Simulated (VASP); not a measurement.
GaSe: band structure with PBE

Crystal: GaSe.

```xyz
8
Lattice="3.7710 0.0000 0.0000 -1.8855 3.2658 0.0000 0.0000 0.0000 15.9667" Properties=species:S:1:pos:R:3 pbc="T T T"
Ga    0.0000    2.1772    2.7696
Ga    1.8855    1.0886   10.7530
Ga    0.0000    2.1772    5.2137
Ga    1.8855    1.0886   13.1971
Se    0.0000    2.1772    9.5721
Se    1.8855    1.0886    1.5888
Se    0.0000    2.1772   14.3779
Se    1.8855    1.0886    6.3946
```

```yaml
Program: VASP 6.6.1
Task: band structure
Functional: PBE
Potentials_or_basis: VASP PAW PBE potentials, release 64 (Ga_d, Se)
Cutoff: 520 eV
k_mesh: 12 × 12 × 2
Occupations: gaussian, width 0.03 eV
Spin: no spin polarisation
Further_INCAR_settings: ALGO = Normal; EDIFF = 1e-07; NBANDS = 48
```

```
Pressure                : 2.0 GPa
Largest force           : 0.014 eV/Å
Band gap on the k mesh  : 0.85 eV, direct
Band gap along the path : 0.85 eV, direct
```

Forces in eV/Å, atoms in the order of the input:
```
Ga   0.000  0.000 -0.014
Ga   0.000  0.000 -0.014
Ga   0.000  0.000  0.014
Ga   0.000  0.000  0.014
Se   0.000  0.000  0.008
Se   0.000  0.000  0.008
Se   0.000  0.000 -0.008
Se   0.000  0.000 -0.008
```

Stress tensor (GPa, compression positive):
```
1.98 0.00 0.00
0.00 1.98 0.00
0.00 0.00 2.11
```

Levels at the corners of the path, in eV from the valence-band top:
| point | band 35 | band 36 | band 37 | band 38 | band 39 | band 40 | band 41 | band 42 |
| --- | --- | --- | --- | --- | --- | --- | --- | --- |
| Γ | -1.32 | -1.20 | -1.20 | 0.00 | 0.85 | 1.86 | 2.12 | 2.24 |
| M | -2.46 | -2.36 | -2.28 | -1.85 | 1.01 | 1.25 | 1.79 | 1.82 |
| M | -2.46 | -2.36 | -2.28 | -1.85 | 1.01 | 1.25 | 1.79 | 1.82 |
| K | -2.30 | -2.30 | -2.24 | -2.24 | 1.43 | 2.05 | 2.58 | 2.58 |
| K | -2.30 | -2.30 | -2.24 | -2.24 | 1.43 | 2.05 | 2.58 | 2.58 |
| Γ | -1.32 | -1.20 | -1.20 | 0.00 | 0.85 | 1.86 | 2.12 | 2.24 |
| Γ | -1.32 | -1.20 | -1.20 | 0.00 | 0.85 | 1.86 | 2.12 | 2.24 |
| A | -1.24 | -1.24 | -0.90 | -0.90 | 1.51 | 1.51 | 2.17 | 2.17 |
| A | -1.24 | -1.24 | -0.90 | -0.90 | 1.51 | 1.51 | 2.17 | 2.17 |
| L | -2.43 | -2.43 | -2.16 | -2.16 | 1.35 | 1.35 | 1.57 | 1.57 |
| L | -2.43 | -2.43 | -2.16 | -2.16 | 1.35 | 1.35 | 1.57 | 1.57 |
| H | -2.70 | -2.70 | -1.96 | -1.96 | 1.69 | 1.69 | 2.43 | 2.43 |
| H | -2.70 | -2.70 | -1.96 | -1.96 | 1.69 | 1.69 | 2.43 | 2.43 |
| A | -1.24 | -1.24 | -0.90 | -0.90 | 1.51 | 1.51 | 2.17 | 2.17 |
| L | -2.43 | -2.43 | -2.16 | -2.16 | 1.35 | 1.35 | 1.57 | 1.57 |
| M | -2.46 | -2.36 | -2.28 | -1.85 | 1.01 | 1.25 | 1.79 | 1.82 |
| K | -2.30 | -2.30 | -2.24 | -2.24 | 1.43 | 2.05 | 2.58 | 2.58 |
| H | -2.70 | -2.70 | -1.96 | -1.96 | 1.69 | 1.69 | 2.43 | 2.43 |

Wall time 4.9 min on 4 MPI ranks on Intel(R) Xeon(R) Platinum 8375C CPU @ 2.90GHz (Ice Lake) (shared host), peak memory 0.64 GiB a rank.

Caveat: this functional lacks dispersion, which binds the layers, so the pressure and a relaxed spacing across them are unreliable. PBE gaps usually lie below the measured ones, often by a third to a half.
